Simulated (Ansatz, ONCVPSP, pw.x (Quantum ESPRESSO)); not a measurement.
# pw.x on bcc As: one setting changed

Potential: optimised norm-conserving Vanderbilt (ONCV), ONCVPSP 4.0.1.1 (patched build), PBE; core [Ar] 3d10, reference 4s2 4p3; waves: 4s: rc 1.60 bohr, ncon 3, nbas 7, qcut 5.1 1/bohr, 2 projectors, debl 0.4 Ha; 4p: rc 2.10 bohr, ncon 3, nbas 7, qcut 3.2 1/bohr, 2 projectors, debl 1.4 Ha; d scattering state at 0.28 Ha: rc 2.10 bohr, ncon 3, nbas 7, qcut 4.8 1/bohr, 2 projectors, debl 2.4 Ha; local part: polynomial inside 1.50 bohr (lpopt 3, dvloc0 0 Ha); core correction: Teter function fitted to the true core (icmod 2), fcfact 0.15. In the s channel the program set the typed energies aside and used -0.533, 0.250 Ha.

The reference run (k-mesh 14³, cutoffs 50/200 Ry, Fermi–Dirac 0.01 Ry, mixing_beta 0.4, conv_thr 1e-9, no spin) gives -0.42 GPa at 19.100 Å³/atom, where all-electron LAPW gives -0.22 GPa. This run, with its own iteration cap, changes k-mesh shift to 1.

```
&control
  calculation='scf', prefix='x', pseudo_dir='./', outdir='./tmp', tstress=.true., disk_io='none'
/
&system
  ibrav=0, nat=1, ntyp=1, ecutwfc=50, ecutrho=200, nbnd=9,
  occupations='smearing', smearing='fd', degauss=0.01
/
&electrons
  conv_thr=1e-09, mixing_beta=0.4, electron_maxstep=60
/
ATOMIC_SPECIES
As 1.0 As.UPF
CELL_PARAMETERS angstrom
  -1.68393165 1.68393165 1.68393165
  1.68393165 -1.68393165 1.68393165
  1.68393165 1.68393165 -1.68393165
ATOMIC_POSITIONS crystal
As 0.0000 0.0000 0.0000
K_POINTS automatic
14 14 14 1 1 1
```

```bash
pw.x < As.scf.in > As.scf.out
```

**Question.** How does the run end?

**Answer.** It converges in 6 iterations; the free energy moves by -2.6 meV/atom and the pressure by +0.29 GPa.

```
Message from routine setup:
     using ibrav=0 with symmetry is DISCOURAGED, use correct ibrav instead
     lattice parameter (alat)  =       5.5117  a.u.
     unit-cell volume          =     128.8932 (a.u.)^3
     number of electrons       =         5.00
     number of Kohn-Sham states=            9
     kinetic-energy cutoff     =      50.0000  Ry
     charge density cutoff     =     200.0000  Ry
     scf convergence threshold =      1.0E-09
     Exchange-correlation= PBE
     number of k points=   100  Fermi-Dirac smearing, width (Ry)=  0.0100
     iteration #  1     ecut=    50.00 Ry     beta= 0.40
     total energy              =     -14.26936321 Ry
     estimated scf accuracy    <       0.00157781 Ry
     iteration #  2     ecut=    50.00 Ry     beta= 0.40
     total energy              =     -14.26930752 Ry
     estimated scf accuracy    <       0.00045310 Ry
     iteration #  3     ecut=    50.00 Ry     beta= 0.40
     total energy              =     -14.26934840 Ry
     estimated scf accuracy    <       0.00000676 Ry
     iteration #  4     ecut=    50.00 Ry     beta= 0.40
     total energy              =     -14.26934947 Ry
     estimated scf accuracy    <       0.00000009 Ry
     iteration #  5     ecut=    50.00 Ry     beta= 0.40
     total energy              =     -14.26934950 Ry
     estimated scf accuracy    <          7.8E-09 Ry
     iteration #  6     ecut=    50.00 Ry     beta= 0.40
     the Fermi energy is     8.8695 ev
!    total energy              =     -14.26934950 Ry
     estimated scf accuracy    <          8.4E-11 Ry
     smearing contrib. (-TS)   =      -0.00209799 Ry
     The total energy is F=E-TS. E is the sum of the following terms:
     one-electron contribution =       4.84386560 Ry
     hartree contribution      =       0.27183476 Ry
     xc contribution           =      -5.08754226 Ry
     ewald contribution        =     -14.29540961 Ry
     convergence has been achieved in   6 iterations
          total   stress  (Ry/bohr**3)                   (kbar)     P=       -1.36
     Message from routine punch:
     Nothing written, as per user request (disk_io='none')
```

The run took about 11 s on one core of a shared host (Neoverse-N1, 64 threads, 124 GiB, load 60).
